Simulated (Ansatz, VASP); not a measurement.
# BN in VASP and in Ansatz

```
B N
1.0
     2.50399    0.00000    0.00000
    -1.25200    2.16852    0.00000
     0.00000    0.00000    6.66120
B N
2 2
Direct
  0.33333 0.66667 0.25000
  0.66667 0.33333 0.75000
  0.27569 0.63785 0.75000
  0.60902 0.30451 0.25000
```

Change from the starting cell: all N atoms moved +0.125 Å, as atom 3 towards its neighbour atom 2 (B) at 1.446 Å.

Alike in both runs: task single point; functional PBE; k mesh 12 × 12 × 4; occupations gaussian, width 0.05 eV; no spin polarisation.

```csv
,VASP,Ansatz
version,VASP 6.6.1,Ansatz 0.2.0
potentials or method,"VASP PAW PBE potentials, release 64 (B, N)","scalar-relativistic, plane waves, PAW"
plane-wave cutoff (eV),520,420
valence electrons in the cell,16,16
```

```tsv
	VASP	Ansatz	Ansatz less VASP
gap on the k mesh at the Fermi level (eV)	3.82	3.82	+0.005
least direct gap on the mesh (eV)	4.34	4.35	+0.007
pressure (GPa)	9.3	9.3	+0.02
largest component of the traceless stress (GPa)	6.64	6.53	-0.119
rms of the force components (eV/Å)	3.088	3.096	+0.0076
```

Atom by atom the forces differ by 0.008 eV/Å (rms over components). With one functional, cell and mesh, what is left measures potentials, basis and numerics.

Caveats: this functional lacks dispersion, which binds the layers, so the pressure and a relaxed spacing across them are unreliable; forces of over 1 eV/Å show positions far from the minimum, so gaps and moduli don't describe the material at rest. A k mesh can miss the band edges.
